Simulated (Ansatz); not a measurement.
We consider zinc-blende InN (metastable phase), described by Hartree–Fock (Ansatz, a program for electronic structure, PAW).

Settings: plane-wave cutoff 460 eV, 10×10×10 k mesh, Fermi–Dirac smearing 0.01 eV, scalar-relativistic PAW data made under PBE.

On both sides of the equilibrium volume: at 15.129 Å³/atom the pressure is 4.47 GPa and the direct gap at Γ 7.180 eV; at 15.905 Å³/atom they are -3.73 GPa and 6.860 eV. The fitted bulk modulus is 163 GPa.

**Question.** Work out the volume deformation potential of this gap and its pressure coefficient, in two ways.

**Answer.** a_V = dE_g/d ln V = (6.860 − 7.180)/ln(15.905/15.129) = -6.40 eV. Since dP = −B d ln V, dE_g/dP = −a_V/B = 39 meV/GPa. Straight from the pressures: (7.180 − 6.860)/(4.47 − (-3.73)) = 39 meV/GPa. At this level and over this range the gap at Γ widens under pressure.

Spin–orbit coupling is not included.
